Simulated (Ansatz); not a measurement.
## AlN: frozen normal mode

Computed with DFT PBE, scalar-relativistic, plane waves, PAW (Ansatz). Settings: plane waves to 420 eV, k-mesh 8×6×4 (Γ-centred), Gaussian smearing 0.05 eV. No spin polarisation. Energies are free energies at this smearing, counted from the undisturbed cell; pressure is positive in compression.

Zero of the scan (relaxed at this level):

```
Al N
1.0
    -3.13024    0.00000    0.00000
     0.00000    0.00000   -5.01798
     0.00000   -5.42173    0.00000
Al N
4 4
Cartesian
  -1.5651 -0.9036 -5.0093
  0.0000 -3.6145 -5.0093
  0.0000 -1.8072 -2.5003
  -1.5651 -4.5181 -2.5003
  -1.5651 -0.9036 -3.0947
  0.0000 -3.6145 -3.0947
  0.0000 -1.8072 -0.5857
  -1.5651 -4.5181 -0.5857
```

A zone-centre mode of this cell is frozen in: each atom moves by x times its row below, so x is the largest displacement.
```
atom ux uy uz
 Al1   1.000  0.000  0.000
 Al2   1.000  0.000  0.000
 Al3  -1.000  0.000  0.000
 Al4  -1.000  0.000  0.000
  N5  -0.885  0.000  0.000
  N6  -0.885  0.000  0.000
  N7   0.885  0.000  0.000
  N8   0.885  0.000  0.000
```

```csv
x (Å),ΔE (meV/cell),force along the mode (eV/Å),pressure (GPa),gap on the mesh (eV)
-0.2000,622.0,6.18,-0.9,3.60
-0.1000,156.1,3.12,-0.2,3.92
0.0000,0.0,0.00,0.0,4.03
0.0250,?,-0.78,0.0,4.03
0.0500,39.0,-1.56,-0.1,4.00
0.0750,87.8,-2.34,-0.1,3.97
0.1250,243.7,-3.89,-0.4,3.86
0.1500,350.7,?,?,3.78
0.1750,476.9,-5.43,-0.7,3.70
```

By symmetry 0.2000 repeats -0.2000, -0.1500 repeats 0.1500, 0.1000 repeats -0.1000, -0.0500 repeats 0.0500 in energy; the slope of the energy along the path changes sign there.

(1) Give the withheld values.

Answers

(1) ΔE (meV/cell) at x (Å) = 0.0250: 9.8; force along the mode (eV/Å) at x (Å) = 0.1500: -4.66; pressure (GPa) at x (Å) = 0.1500: -0.5.

Cost: 9 runs of about 1.8 core-minutes in all, on Arm Neoverse V2 (shared hosts).